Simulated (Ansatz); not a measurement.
**SiNi3: a film clamped to a substrate**

All numbers below come from DFT PBEsol, scalar-relativistic, plane waves, PAW in Ansatz 0.2.0. Settings: plane waves to 420 eV, k-mesh 14×14×14 (Γ-centred), Gaussian smearing 0.15 eV. No spin polarisation. A magnetic state may lie lower. Energies are free energies at this smearing, counted from the undisturbed cell; pressure is positive in compression.

The undisturbed cell (relaxed at this level; it needn't be the usual structure):

```xyz
4
Lattice="3.4612 0.0000 0.0000 0.0000 3.4612 0.0000 0.0000 0.0000 3.4612" Properties=species:S:1:pos:R:3 pbc="T T T"
Si    0.0000    0.0000    0.0000
Ni    0.0000    1.7306    1.7306
Ni    1.7306    0.0000    1.7306
Ni    1.7306    1.7306    0.0000
```

The cell (4 atoms, V0 = 41.47 Å³) is strained by p along both x and y and by q along z, fractional coordinates fixed. τp = (1/V0) ∂E/∂p = (σxx + σyy)(1 + p)(1 + q) and τq = (1/V0) ∂E/∂q = σzz(1 + p)², with tension positive.

```csv
p,q,ΔE (meV/atom),τp (GPa),τq (GPa)
0.000,0.000,0.00,0.05,0.02
-0.025,0.000,23.50,-30.28,-9.66
0.025,0.000,20.27,24.06,8.53
0.000,-0.025,7.49,-9.74,-9.48
0.000,0.025,6.98,8.47,8.43
```

Question: Get the second derivatives of the energy density.

Answer: Central differences give A = ∂τp/∂p = 1087 GPa (C11 + C22 + 2 C12), C = ∂τq/∂q = 358 GPa (C33) and the cross term B = ∂τq/∂p = 364 GPa (C13 + C23); ∂τp/∂q = 364 GPa must equal B, and any difference shows higher-order terms. The ions are clamped. In a cubic crystal C11 = C = 358, C12 = B/2 = 182 GPa and A should be 2(C11 + C12) = 1080 GPa; the bulk modulus is (C11 + 2 C12)/3 = 241 GPa.

Question: A film of this crystal grows with z along the normal on a substrate that imposes p. How does its thickness respond, and what does the misfit cost?

Answer: Count p and q from the stress-free cell. A free surface needs τq = 0, so q = −(B/C) p = -1.02 p. The energy density left is (A − B²/C) p²/2 = M p², with the biaxial modulus M = 358 GPa; a misfit of 1 % costs 2.32 meV/atom, against 3.52 meV/atom if the thickness were held.

In a metal these slopes depend on the k mesh and the smearing.

The film recovers part of its misfit energy by changing thickness, so a 1 % misfit costs 2.32 rather than 3.52 meV/atom. It does not keep its volume, however: in-plane tension still dilates the cell and compression still shrinks it, because the crystal resists shape change as well as volume change. This resistance probably reflects Ni d–Si p hybridisation added to the metallic cohesion of a close-packed lattice. Stresses and energies are larger in compression than in equal extension for both strains, as expected when short-range repulsion steepens faster than the bonding weakens. The linear film response is therefore a small-misfit result.

Clamping the ions costs nothing here, since every atom sits on an inversion centre that these strains preserve, leaving no internal force to relax. The positive stiffnesses show resistance to the tetragonal distortions sampled, within the spin-free state. The shear constant C44 is not probed, so the results cannot be carried over to films of other orientations.
